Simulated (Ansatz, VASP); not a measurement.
## Cross-check of Te (zigzag Te chain) between VASP and Ansatz

One calculation is typed for both programs; each brings its own data sets. How far apart do they land? The structure shown is the start of the Ansatz relaxation below; VASP solves that cell, so the two are compared at the walk's first step. Other levels of theory on this material are compared in a session of their own.

Calculated with Ansatz 0.2.0; plane waves, with VASP 6.6.1 beside it; single point at RPBE.

## Step 1: The structure

The cell holds 2 atoms: 2 Te. Its edges and angles: a = 9.000 Å, b = 7.500 Å, c = 4.630 Å, α = 90.0°, β = 90.0°, γ = 90.0°. Vacuum lies along a and b. The structure's axis is c.

## Step 2: Ansatz: relaxation, RPBE

Ansatz runs on its default PAW (the set named soft_2) files.

The two programs are compared at the cell with which this relaxation starts, whose forces are those of its first step.

The input, input.yaml:

```yaml
crystal:
  lattice:
    - [9.0, 0.0, 0.0]
    - [0.0, 7.5, 0.0]
    - [0.0, 0.0, 4.630177177]
  atoms:
    - { symbol: Te, position: [0.431613642, 0.5, 0.0], spin: 0.3 }
    - { symbol: Te, position: [0.568386358, 0.5, 0.5], spin: 0.3 }
magnetization:
  spin_polarized: true
kpoints:
  mp_grid: { grid: [1, 1, 18] }
scf:
  occupations: { method: fermi_dirac, width: 0.05 }
hamiltonian:
  xc: rpbe
relax:
  cell: { fix: [a, b, alpha, beta, gamma] }
  max_steps: 60
```

Run with:

```console
$ ansatz run input.yaml --threads 4 --pin off --max-ram 8192MiB --backend cpu --events-out ev --progress --plain --runs-dir out
```

Numbers of over 12 decimals in the logs are rounded to 6 here.

Log:

```text
Engine: ansatz 0.2.0, aarch64-unknown-linux-gnu
Pseudopotentials: kind: paw
Pseudopotential: Te, paw, valence charge 16, recommended cutoff 420 eV (normal), Te.paw.azcp
Functional definition: RPBE
  parameter kappa = 0.804
  parameter beta = 0.066725
  exchange = rpbe_x(kappa = kappa, mu = beta*pi^2/3)
  correlation = pbe_c(beta = beta)
Crystal: 2 atoms, lattice volume = 312.537 Å³
Basis set: ecut = 420 eV, 6109 PW (Γ), exchange–correlation on 128×108×64 points (8 copies of the dense FFT grid, shifted against one another)
Bands: 21, of which v1, the nominal top of the filled ones, is band 16 counted from 1 (15 counted from 0)
Symmetry: 8 space group operations
Space group: Pmma (ITA 51), of the structure as read, at distance tolerance 6.8e-5 Å
Magnetic group: BNS 51.289 (UNI 387), of the structure as read, at distance tolerance 6.8e-5 Å
k-points: 10 of 18
Non-local potential: Te, projectors of the file, l = 0: 2, l = 1: 2, l = 2: 2, l = 3: 2
PAW form: soft (Blöchl's): semilocal exchange-correlation on the pseudo side does not see the compensation charge
PAW frozen core: Te, regenerated for the run's functional, and the local potential with it (the file was generated under x = pbe(κ = 0.804, μ = 0.219515), c = pbe(β = 0.066725))
PAW one-centre angular grid: Te, 590 points (default); XC on 64 Gauss nodes
Initial density: superposition of atomic densities (neutral atoms: chi_scale 0, normalization atom)
Starting moments: Σ|m| = 0.6 μB on 2 of 2 sites
Initial wavefunctions: pseudopotential atomic-orbital guess
Functional: x = rpbe, c = pbe(β = 0.066725)
iter 1 solved again at ethr=3.34e-4 eV; its pass at ethr=3.10e-3 eV (dr2=1.07e-1 eV) is discarded
SCF iter   1: F=—  HF=-13976.952849 eV  |F-HF|=—  |Δ(HF+E_count)|=         —  Δρ=7.15e-3 (↑7.12e-3 ↓7.15e-3)  dr2=1.08e-1  dr2_m=1.15e-1  M=0.096 μB ∫|m|=0.097 μB  β_m=0.30  ethr=3.34e-4  ⟨swp⟩=1.0  Hψ=3021  notcnv=0
preconditioner: auto → LDOS  [metal: Δε(μ)=0.037 eV  Ē_g=7.778 eV  σ=0.050 eV  W_gap=0.18  n_scr=38 (ndim 8)  ℏωp=6.7 eV  f_vac=0.670  D(μ)=1.74/eV (n_scr^D=4)]
spin=Collinear: LDOS preconditioning applied to the charge; magnetization (m = ρ↑ − ρ↓) channel mixes plain (no charge-response kernel on spin).
SCF iter   2: F=—  HF=-13976.957503 eV  |F-HF|=—  |Δ(HF+E_count)|=   4.65e-3  Δρ=5.06e-3 (↑5.03e-3 ↓5.06e-3)  dr2=5.60e-2  dr2_m=5.75e-2  M=0.082 μB ∫|m|=0.082 μB  β_m=0.30  ethr=3.34e-4  ⟨swp⟩=2.0  Hψ=494  notcnv=0
SCF iter   3: F=—  HF=-13976.958826 eV  |F-HF|=—  |Δ(HF+E_count)|=   1.32e-3  Δρ=3.19e-3 (↑3.18e-3 ↓3.19e-3)  dr2=1.53e-3  dr2_m=2.87e-2  M=0.071 μB ∫|m|=0.071 μB  β_m=0.30  ethr=1.75e-4  ⟨swp⟩=2.5  Hψ=609  notcnv=0
SCF iter   4: F=—  HF=-13976.962222 eV  |F-HF|=—  |Δ(HF+E_count)|=   3.40e-3  Δρ=2.27e-3 (↑2.23e-3 ↓2.27e-3)  dr2=3.94e-4  dr2_m=1.44e-2  M=0.061 μB ∫|m|=0.061 μB  β_m=0.30  ethr=4.78e-6  ⟨swp⟩=2.3  Hψ=689  notcnv=0
SCF iter   5: F=—  HF=-13976.964029 eV  |F-HF|=—  |Δ(HF+E_count)|=   1.81e-3  Δρ=1.61e-3 (↑1.58e-3 ↓1.61e-3)  dr2=5.98e-5  dr2_m=7.26e-3  M=0.052 μB ∫|m|=0.052 μB  β_m=0.30  ethr=1.23e-6  ⟨swp⟩=2.0  Hψ=630  notcnv=0
SCF iter   6: F=—  HF=-13976.964807 eV  |F-HF|=—  |Δ(HF+E_count)|=   7.78e-4  Δρ=1.14e-3 (↑1.13e-3 ↓1.14e-3)  dr2=9.58e-6  dr2_m=3.68e-3  M=0.044 μB ∫|m|=0.044 μB  β_m=0.30  ethr=1.87e-7  ⟨swp⟩=2.9  Hψ=826  notcnv=0
SCF iter   7: F=—  HF=-13976.965208 eV  |F-HF|=—  |Δ(HF+E_count)|=   4.01e-4  Δρ=8.09e-4 (↑8.07e-4 ↓8.09e-4)  dr2=1.96e-6  dr2_m=1.87e-3  M=0.038 μB ∫|m|=0.038 μB  β_m=0.30  ethr=2.99e-8  ⟨swp⟩=2.5  Hψ=693  notcnv=0
Mixer restart at iter 7: flushing history
spin-set hold released at iteration 7 (site moments contracting): the magnetisation degrees of freedom join the quasi-Newton model from the next iteration; the mixer history was flushed
SCF iter   8: F=—  HF=-13976.965433 eV  |F-HF|=—  |Δ(HF+E_count)|=   2.25e-4  Δρ=5.79e-4 (↑5.78e-4 ↓5.79e-4)  dr2=1.09e-6  dr2_m=9.59e-4  M=0.032 μB ∫|m|=0.033 μB  β_m=0.65  ethr=6.11e-9  ⟨swp⟩=2.0  Hψ=546  notcnv=0
SCF iter   9: F=—  HF=-13976.965764 eV  |F-HF|=—  |Δ(HF+E_count)|=   3.30e-4  Δρ=5.92e-5 (↑5.78e-5 ↓5.92e-5)  dr2=5.62e-8  dr2_m=9.81e-6  M=0.013 μB ∫|m|=0.014 μB  β_m=0.82  ethr=3.41e-9  ⟨swp⟩=3.0  Hψ=872  notcnv=0
SCF iter  10: F=—  HF=-13976.965799 eV  |F-HF|=—  |Δ(HF+E_count)|=   3.53e-5  Δρ=3.29e-5 (↑3.19e-5 ↓3.29e-5)  dr2=7.41e-8  dr2_m=2.99e-6  M=0.008 μB ∫|m|=0.008 μB  β_m=0.91  ethr=1.76e-10  ⟨swp⟩=6.0  Hψ=1697  notcnv=0
SCF iter  11: F=—  HF=-13976.965812 eV  |F-HF|=—  |Δ(HF+E_count)|=   1.30e-5  Δρ=6.74e-6 (↑6.28e-6 ↓6.74e-6)  dr2=4.47e-7  dr2_m=3.80e-8  M=0.001 μB ∫|m|=0.001 μB  β_m=0.75  ethr=1.76e-10  ⟨swp⟩=6.2  Hψ=1710  notcnv=0
SCF iter  12: F=—  HF=-13976.965812 eV  |F-HF|=—  |Δ(HF+E_count)|=   1.93e-9  Δρ=2.11e-6 (↑2.11e-6 ↓1.96e-6)  dr2=2.56e-9  dr2_m=1.13e-8  M=0.000 μB ∫|m|=0.000 μB  β_m=0.88  ethr=1.76e-10  ⟨swp⟩=3.0  Hψ=1552  notcnv=0
[...]
relax step   7: F+E_penalty+E_count = -13977.26058076 eV  Δ(F+E_penalty+E_count) = -1.251e-3 eV  max|allowed force component| = 2.962e-2 eV/Å  Δτ_max = 0.0156 Å  P = +0.056 GPa  Ω = 320.986 Å³  energy of the carried Pulay correction = -2.593e-4 eV  fix = [a, b, alpha, beta, gamma]  reactions: a +0.025, b +0.172 GPa  (6 SCF iters, dr2 threshold 2.00e-7 eV, accepted)
[...]
relax step   8: F+E_penalty+E_count = -13977.26077554 eV  Δ(F+E_penalty+E_count) = -1.948e-4 eV  max|allowed force component| = 2.681e-3 eV/Å  Δτ_max = 0.0040 Å  P = +0.056 GPa  Ω = 320.376 Å³  energy of the carried Pulay correction = -2.408e-4 eV  fix = [a, b, alpha, beta, gamma]  reactions: a +0.002, b +0.172 GPa  (6 SCF iters, dr2 threshold 5.48e-8 eV, accepted)
[...]
relax step   9: F+E_penalty+E_count = -13977.26102787 eV  Δ(F+E_penalty+E_count) = -2.523e-4 eV  max|allowed force component| = 2.796e-3 eV/Å  Δτ_max = 0.0000 Å  P = +0.056 GPa  Ω = 320.376 Å³  fix = [a, b, alpha, beta, gamma]  reactions: a +0.001, b +0.171 GPa  stress off target by 5.53e-3 GPa on what of the cell is left free  SCF on the basis re-selected at this cell (its energy is not comparable with the rows above)  (9 SCF iters)
basis re-selected at this cell: Δ(F+E_penalty+E_count) = -2.523e-4 eV, ΔP = -0.001 GPa vs the last step (what re-selecting the basis moved, of the pressure what is left beyond the Pulay correction that the steps carried, after the strain that the cell walked since its last selection, with what the two solves' SCF thresholds leave and, on support functions, any second-order correction that the steps lacked; it is no m [...]
SCF converged after 9 iterations
Magnetization: 0.0000 μB (16.0000 up, 16.0000 down)
Absolute magnetization: 0.0000 μB (∫|ρ↑−ρ↓|, with the PAW one-centre terms)
Spin contamination: 0.0000 ħ² per cell (⟨S²⟩ above its minimum at these occupations)
Per-site moments (μB) at R_I (Å): [(1.218999679897562e-8, 1.149028), (1.218999679699861e-8, 1.149028)]
Free energy (F): -13977.261028 eV
Harris-Foulkes:  -13977.261028 eV  (|F-HF|=9.09e-11)
Internal energy: -13977.250218 eV  (E = F + TS)
E sigma→0 (E₀):  -13977.255623 eV
Entropy (-TS):   -0.010809 eV (-5.405 meV/atom)
Fermi energy:    -1.906693 eV
--- Per-component energies (eV) ---
  E_band       = -860.357821
  E_kinetic    = 357.908079
  E_local      = -6675.328644  (includes V_loc(G=0)·N_el)
  E_nonlocal   = -622.529225
  E_hartree    = 3521.273201
  E_xc         = -246.845689
  E_vxc        = -204.746307  (∫ρ·V_xc dr)
  E_paw        = -9342.020157  (= ΣΔE_a)
  E_vpaw       = -758.207873  (= ΣTr[D̂ρ^β])
  E_aug_tail   = -0.000366  (compensation charges beyond the density's cutoff)
  E_ewald      = -969.629449
  E_core_change = -0.077969  (= ΣΔE_core)
  E_smearing   = -0.010809  (= −TS)
  E_closure    = 0.000000  (closes the sum)
  Σ components = -13977.261028   (vs F -13977.261028, Δ=0.00e0)
--- Forces (eV/Å), atoms counted from 1 ---
  atom   1  Te     0.00279552     0.00000000    -0.00000000
  atom   2  Te    -0.00279552     0.00000000     0.00000000
  max |Σ_I F_I| component: 4.34e-19 eV/Å
--- Stress (GPa, compression-positive) ---
        0.000961       0.000000       0.000000
        0.000000       0.171331       0.000000
        0.000000       0.000000      -0.005531
  P = ⅓ Tr σ = 0.0556 GPa (0.556 kbar)
--- Relaxed structure (8 steps of the walk, 7 accepted, 1 SCFs on fresh bases) ---
  F+E_penalty+E_count = -13977.26102787 eV   max|allowed force component| = 2.796e-3 eV/Å   (the final SCF, on the basis selected at the relaxed cell)
  cell:  # Å, volume = 320.3756 Å³
    - [9.0, 0, 0]
    - [0, 7.5, 0]
    - [0, 0, 4.746306]
  atoms:
    - { symbol: Te, position: [0.418971, 0.5, 1.3641515760654069e-18] }
    - { symbol: Te, position: [0.581029, 0.5, 0.5] }
```

Reading the cycles: dr2 is the Hartree energy of the density residual (eV), the measure of convergence; HF is the Harris–Foulkes estimate of the energy, which meets the free energy F at convergence.

## Step 3: VASP: single point, RPBE, start cell

The same cell, functional, mesh and smearing now go to VASP, with its own data sets.

Lines of VASP's logs that name or quote its potential files are left out, and so is its time.

The input, INCAR:

```
SYSTEM = Te
PREC = Accurate
ENCUT = 400
EDIFF = 1E-06
NELM = 200
ISMEAR = -1
SIGMA = 0.05
LREAL = .FALSE.
ALGO = Normal
GGA = RP
NBANDS = 13
ISPIN = 2
MAGMOM = 0 0
LORBIT = 11
LWAVE = .FALSE.
LCHARG = .FALSE.
ISIF = 2
LASPH = .TRUE.
GGA_COMPAT = .FALSE.
KPAR = 2
```

The input, POSCAR:

```
Te
1.0
    9.0000000000      0.0000000000      0.0000000000
    0.0000000000      7.5000000000      0.0000000000
    0.0000000000      0.0000000000      4.6301770000
Te
2
Direct
    0.4316136667      0.5000000000      0.0000000000
    0.5683863333      0.5000000000      0.5000001080
```

The input, KPOINTS:

```
Automatic mesh
0
Gamma
1 1 18
0 0 0
```

Potentials, in the order of the species: Te (PBE family, release 64).

Run with:

```console
$ mpirun -np 2 vasp_std
```

Log:

```text
[banner, memory and clock lines left out]
running    2 mpi-ranks, on    1 nodes
 distrk:  each k-point on    1 cores,    2 groups
 distr:  one band on    1 cores,    1 groups

 POSCAR found type information on POSCAR Te
 POSCAR found :  1 types and       2 ions
|                                                                             |
|               ----> ADVICE to this user running VASP <----                  |
|                                                                             |
|     You enforced a specific xc type in the INCAR file but a different       |
|     [... a line on the potential file left out ...]
|     I HOPE YOU KNOW WHAT YOU ARE DOING!                                     |
|                                                                             |

 LDA part: xc-table for (Slater+PW92), standard interpolation
 POSCAR, INCAR and KPOINTS ok, starting setup
 FFT: planning ... GRIDC
 FFT: planning ... GRID_SOFT
 FFT: planning ... GRID
 WAVECAR not read
 entering main loop
       N       E                     dE             d eps       ncg     rms          rms(c)
DAV:   1     0.627509351088E+02    0.62751E+02   -0.29203E+03   520   0.483E+02
DAV:   2     0.229868578761E+01   -0.60452E+02   -0.57633E+02   720   0.908E+01
DAV:   3    -0.474494854355E+01   -0.70436E+01   -0.70123E+01   723   0.371E+01
DAV:   4    -0.492461249249E+01   -0.17966E+00   -0.17954E+00   630   0.726E+00
DAV:   5    -0.493085012473E+01   -0.62376E-02   -0.62376E-02   814   0.145E+00    0.104E+01
DAV:   6    -0.492181693666E+01    0.90332E-02   -0.85854E-03   597   0.506E-01    0.637E+00
DAV:   7    -0.491657615235E+01    0.52408E-02   -0.21108E-02   646   0.768E-01    0.207E-01
DAV:   8    -0.491657647590E+01   -0.32354E-06   -0.75742E-04   553   0.169E-01    0.849E-02
DAV:   9    -0.491670938887E+01   -0.13291E-03   -0.10547E-04   560   0.620E-02    0.430E-02
DAV:  10    -0.491681796670E+01   -0.10858E-03   -0.25415E-05   530   0.276E-02    0.170E-02
DAV:  11    -0.491697707014E+01   -0.15910E-03   -0.54785E-05   520   0.385E-02    0.843E-03
DAV:  12    -0.491705206205E+01   -0.74992E-04   -0.45974E-05   520   0.339E-02    0.532E-03
DAV:  13    -0.491706434212E+01   -0.12280E-04   -0.64871E-06   546   0.135E-02    0.307E-03
DAV:  14    -0.491708269976E+01   -0.18358E-04   -0.40318E-06   647   0.101E-02    0.189E-03
DAV:  15    -0.491709142458E+01   -0.87248E-05   -0.16372E-06   597   0.729E-03    0.971E-04
DAV:  16    -0.491709298890E+01   -0.15643E-05   -0.10986E-06   560   0.815E-03    0.499E-04
DAV:  17    -0.491709348164E+01   -0.49273E-06   -0.11046E-06   520   0.798E-03
   1 F= -.49170935E+01 E0= -.49094467E+01  d E =-.152936E-01  mag=    -0.0000
```

Parts of OUTCAR (step 3):

```text
ion  position               nearest neighbor table
   1  0.432  0.500  0.000-   2 2.62   2 2.62
   2  0.568  0.500  0.500-   1 2.62   1 2.62

  LATTYP: Found a simple orthorhombic cell.
 ALAT       =     4.6301770000
 B/A-ratio  =     1.6198084868
 C/A-ratio  =     1.9437701842

 Subroutine GETGRP returns: Found  8 space group operations
 (whereof  4 operations were pure point group operations)

The static configuration has the point symmetry C_2v.
 The point group associated with its full space group is D_2h.

 Found     10 irreducible k-points:

   k-points           NKPTS =     10   k-points in BZ     NKDIM =     10   number of bands    NBANDS=     13

   dimension x,y,z NGX =    60 NGY =   50 NGZ =   30
   dimension x,y,z NGXF=   120 NGYF=  100 NGZF=   60

   ENCUT  =  400.0 eV  29.40 Ry    5.42 a.u.  14.68 12.23  7.55*2*pi/ulx,y,z

   NELECT =      12.0000    total number of electrons

 k-points in reciprocal lattice and weights: Automatic mesh
   0.00000000  0.00000000  0.00000000       0.056
   0.00000000  0.00000000  0.05555556       0.111
   0.00000000  0.00000000  0.11111111       0.111
   0.00000000  0.00000000  0.16666667       0.111
   0.00000000  0.00000000  0.22222222       0.111
   0.00000000  0.00000000  0.27777778       0.111
   0.00000000  0.00000000  0.33333333       0.111
   0.00000000  0.00000000  0.38888889       0.111
   0.00000000  0.00000000  0.44444444       0.111
   0.00000000  0.00000000  0.50000000       0.056

 average (electrostatic) potential at core
       1 -97.1164       2 -97.1164

 E-fermi :  -2.4074

 spin component 1
 k-point     1 :       0.0000    0.0000    0.0000
  band No.  band energies     occupation
    ...
      2     -10.5825      1.00000
      3      -7.4137      1.00000
      4      -5.5118      1.00000
      5      -4.0200      1.00000
      6      -3.3108      1.00000
      7      -1.7630      0.00000
      8       0.5403      0.00000
      9       0.8906      0.00000
     10       2.0850      0.00000
     11       2.9405      0.00000
    ...

 k-point     2 :       0.0000    0.0000    0.0556
  band No.  band energies     occupation
    ...
      2     -10.6769      1.00000
      3      -7.3749      1.00000
      4      -5.4918      1.00000
      5      -3.9064      1.00000
      6      -3.3579      1.00000
      7      -1.8052      0.00001
      8       0.4619      0.00000
      9       0.9849      0.00000
     10       2.1355      0.00000
     11       2.9606      0.00000
    ...

 k-point     3 :       0.0000    0.0000    0.1111
  band No.  band energies     occupation
    ...
      2     -10.9350      1.00000
      3      -7.2709      1.00000
      4      -5.4318      1.00000
      5      -3.5793      1.00000
      6      -3.4956      1.00000
      7      -1.9290      0.00007
      8       0.3478      0.00000
      9       1.1539      0.00000
     10       2.2770      0.00000
     11       3.0205      0.00000
    ...

 k-point     4 :       0.0000    0.0000    0.1667
  band No.  band energies     occupation
    ...
      2     -11.3033      1.00000
      3      -7.1236      1.00000
      4      -5.3325      1.00000
      5      -3.7126      1.00000
      6      -3.0735      1.00000
      7      -2.1259      0.00357
      8       0.2819      0.00000
      9       1.3319      0.00000
     10       2.4834      0.00000
     11       3.1187      0.00000
    ...

 k-point     5 :       0.0000    0.0000    0.2222
  band No.  band energies     occupation
    ...
      2     -11.7315      1.00000
      3      -6.9462      1.00000
      4      -5.1946      1.00000
      5      -3.9913      1.00000
      6      -2.4327      0.62355
      7      -2.3823      0.37695
      8       0.2828      0.00000
      9       1.5168      0.00000
     10       2.7277      0.00000
     11       3.0567      0.00000
    ...

 k-point     6 :       0.0000    0.0000    0.2778
  band No.  band energies     occupation
    ...
      2     -12.1838      1.00000
      3      -6.7425      1.00000
      4      -5.0194      1.00000
      5      -4.3109      1.00000
      6      -2.6814      0.99585
      7      -1.7006      0.00000
      8       0.3487      0.00000
      9       1.7148      0.00000
     10       2.9925      0.00000
     11       3.0619      0.00000
    ...

  Total        2.3793291      0.2862535      7.0828898      0.0000000      0.0000000      0.0000000
  in kB       12.1973005      1.4674391     36.3094524      0.0000000      0.0000000      0.0000000
  external PRESSURE =      16.6580640 kB  Pullay stress =       0.0000000 kB

  energy-cutoff  :      400.00
  volume of cell :      312.54
      direct lattice vectors                 reciprocal lattice vectors
     9.000000000  0.000000000  0.000000000     0.111111111  0.000000000  0.000000000
     0.000000000  7.500000000  0.000000000     0.000000000  0.133333333  0.000000000
     0.000000000  0.000000000  4.630177000     0.000000000  0.000000000  0.215974465

 POSITION                                       TOTAL-FORCE (eV/Angst)
 -----------------------------------------------------------------------------------
      3.88452      3.75000      0.00000        -1.952437      0.000000      0.000000
      5.11548      3.75000      2.31509         1.952437      0.000000      0.000000
 -----------------------------------------------------------------------------------
    total drift:                                0.000087     -0.000000     -0.000134

  FREE ENERGIE OF THE ION-ELECTRON SYSTEM (eV)
  ---------------------------------------------------
  free  energy   TOTEN  =        -4.9170934816 eV

  energy  without entropy=       -4.9017999125  energy(sigma->0) =       -4.90944670

 total charge
# of ion       s       p       d       tot
------------------------------------------
    1        1.412   1.925   0.054   3.390
    2        1.412   1.925   0.054   3.390
--------------------------------------------------
tot          2.823   3.849   0.108   6.780

 magnetization (x)
# of ion       s       p       d       tot
------------------------------------------
    1       -0.000   0.000   0.000   0.000
    2       -0.000   0.000   0.000   0.000
--------------------------------------------------
tot         -0.000   0.000   0.000   0.000

[... 6 further parts left out ...]
```

## Step 4: Differences

Known differences besides the potentials themselves: the data sets hold 32 valence electrons in Ansatz (on its default PAW (the set named soft_2) files) and 12 in VASP; the cutoff is 420 eV in Ansatz and 400 eV in VASP; Ansatz makes its cores anew for this functional, VASP keeps those of its PBE data sets. Total energies have different zeros and are not compared.

Forces (eV/Å; atoms numbered as in POSCAR):

```csv
atom,"Ansatz x, y, z","VASP x, y, z"
Te1,"-1.943, 0.000, 0.000","-1.952, 0.000, 0.000"
Te2,"1.943, 0.000, 0.000","1.952, 0.000, 0.000"
```

The forces differ by 5.3 meV/Å r.m.s., which is 0.5 % of the r.m.s. force of 1.127 eV/Å (both taken over all components). Moments aren't recorded for both runs of this pair, so they may hold unlike magnetic states.

## Step 5: Other set-ups

Further runs change the set-up of one program: Ansatz's method, potentials or start, or VASP's data sets, cutoff or form of LDA. The table gives that difference for each run.

```csv
run,r.m.s. force difference (meV/Å)
as above,5.3
VASP with a cutoff of 500 eV (perhaps on Ansatz's relaxed cell),2.8
```

## Step 6: Summary of results

| Property | Result |
| --- | --- |
| r.m.s. force difference (single point, RPBE, start cell) | 0.47 % of the r.m.s. force |

The r.m.s. force difference is 0.47 % of the r.m.s. force (single point, RPBE, start cell), within the 3 % picked in this series as the mark of a large difference. The data sets hold unlike numbers of valence electrons (32 in Ansatz and 12 in VASP), so part of the differences comes from the potentials. Single point, RPBE, start cell, VASP with a cutoff of 500 eV (perhaps on Ansatz's relaxed cell): r.m.s. force difference goes from 5.3 to 2.8 meV/Å. 6 further runs of this series are not shown here. How closely two codes agree says nothing of how well the functional describes the real material.

[Lines on the potential files, build, host, timing and source positions are cut from VASP's logs without a mark.]

[Logs are printed without paths, hosts, clocks, repeated set-up lines and the standing remarks that a program may print on its own settings, such as how far it seeks lower states.]

[Hosts, paths, dates, database ids (printed as entryN), source tags and the programs' standing remarks are cut or masked in the printed files.]

[Rows of further runs with another cutoff or data set may stand on the cell that Ansatz relaxed, not on the start cell of the pair above them.]
